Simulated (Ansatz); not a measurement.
# MgO: the cost of one run

Computed with Ansatz 0.2.0 (DFT PBE, scalar-relativistic, plane waves, PAW, unless a step's input says otherwise).

The COD entry's cell or inner coordinates are ideal or old and differ from later refinements, so a difference from it is no clean test against experiment.

1 further run of the same task is left out (set aside as unsound or not needed).

## (1) The starting structure

The structure is cubic, space group Fm-3m (No. 225). The conventional cell has a = 4.254 Å, b = 4.254 Å, c = 4.254 Å, α = 90.00°, β = 90.00°, γ = 90.00°. Mg (site symmetry m-3m) is surrounded by 6 O at 2.13 Å. Around O (site symmetry m-3m) lie 6 Mg at 2.13 Å.

Coordinates:

```cif
data_structure
_symmetry_space_group_name_H-M 'P 1'
_symmetry_Int_Tables_number 1
_cell_length_a 3.0078
_cell_length_b 3.0078
_cell_length_c 3.0078
_cell_angle_alpha 60.000
_cell_angle_beta 60.000
_cell_angle_gamma 60.000
_cell_volume 19.24
loop_
_atom_site_label
_atom_site_type_symbol
_atom_site_fract_x
_atom_site_fract_y
_atom_site_fract_z
_atom_site_occupancy
Mg1 Mg 0.00000 0.00000 0.00000 1
O1 O 0.50000 0.50000 0.50000 1
```

This cell was relaxed beforehand with the same method: volume 9.62 Å³/atom, gap on the mesh 4.46 eV.

## (2) Static run: bands, density of states and charges

input.yaml reads:

```yaml
crystal:
  lattice:
    - [0.0, 2.1268522619, 2.1268522619]
    - [2.1268522619, 0.0, 2.1268522619]
    - [2.1268522619, 2.1268522619, 0.0]
  atoms:
    - { symbol: Mg, position: [0.0, 0.0, 0.0] }
    - { symbol: O, position: [0.5, 0.5, 0.5] }
basis:
  ecutwfc: 420
kpoints:
  mp_grid: { grid: [10, 10, 10] }
  band_path:
    path:
      - [[0.0, 0.0, 0.0], [0.5, 0.0, 0.5], [0.625, 0.25, 0.625]]
      - [[0.375, 0.375, 0.75], [0.0, 0.0, 0.0], [0.5, 0.5, 0.5], [0.5, 0.25, 0.75], [0.5, 0.0, 0.5]]
    npoints: 14
hamiltonian:
  xc: pbe
scf:
  occupations: { method: gaussian, width: 0.02 }
  n_extra_bands: 6
output:
  forces: true
  stress: true
  eigenvalues: true
  populations: true
  dos: { projected: true, de: 0.02, nscf_kmesh: { grid: [15, 15, 15] } }
  bader: true
  write_density: true
  write_potential: true
  elf: true
  volumetric_format: npy
```

Run with:

```console
ansatz run input.yaml --threads 1 --pin off --max-ram 2560MiB --backend cpu --events-out ev --progress --plain --runs-dir out
```

Q: Estimate wall time and peak memory on 1 thread of Intel Xeon 6975P-C (Granite Rapids), shared host.

About 7 s, with a peak of 0.33 GiB.
